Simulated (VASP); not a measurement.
Set up this calculation in VASP 6.6.1, as the native input.

- Task: single point
- Functional: PBE
- Potentials or basis: VASP PAW PBE potentials, release 64 (Zn, S)
- Cutoff: 520 eV
- k mesh: 6 × 6 × 2
- Occupations: gaussian, width 0.01 eV
- Spin: no spin polarisation
- Dipole correction: no
- Further INCAR settings: ALGO = Fast; EDIFF = 1e-06; NBANDS = 46

The structure of ZnS lies in POSCAR:

```
ZnS
1.0
    3.8076113006      0.0000000000      0.0000000000
   -1.9038056503      3.2974881140      0.0000000000
    0.0000000000      0.0000000000     12.4658238808
Zn S
4 4
Direct
    0.0000000000      0.0000000000      0.0001052062
    0.3333333333      0.6666666667      0.2500673645
    0.0000000000      0.0000000000      0.5001052062
    0.6666666667      0.3333333333      0.7500673645
    0.0000000000      0.0000000000      0.1872391008
    0.3333333333      0.6666666667      0.4375883287
    0.0000000000      0.0000000000      0.6872391008
    0.6666666667      0.3333333333      0.9375883287
```

The cell was built by a generator and needn't be a form met in nature.

The input as run:

INCAR

```
  ALGO = Fast
  EDIFF = 1E-6
  ENCUT = 520
  GGA = PE
  ISIF = 2
  ISMEAR = 0
  LASPH = T
  LCHARG = F
  LREAL = F
  LWAVE = F
  NBANDS = 46
  NELM = 100
  PREC = Accurate
  SIGMA = 0.01
```

KPOINTS

```
k-points
0
Gamma
  6 6 2
```

Potentials or basis: VASP PAW PBE potentials, release 64 (Zn, S).

Run with:

```console
$ cat potpaw_PBE.64/Zn/POTCAR potpaw_PBE.64/S/POTCAR > POTCAR
$ mpirun -np 1 vasp_std > vasp.out
```

It gave:

```json
{
  "Pressure": "2.5 GPa",
  "Largest force": "0.004 eV/Å",
  "Band gap on the k mesh": "2.19 eV, direct"
}
```

It took 89 s on 1 thread of Intel(R) Xeon(R) Platinum 8559C (Emerald Rapids), on a shared host, peak memory 0.28 GiB.
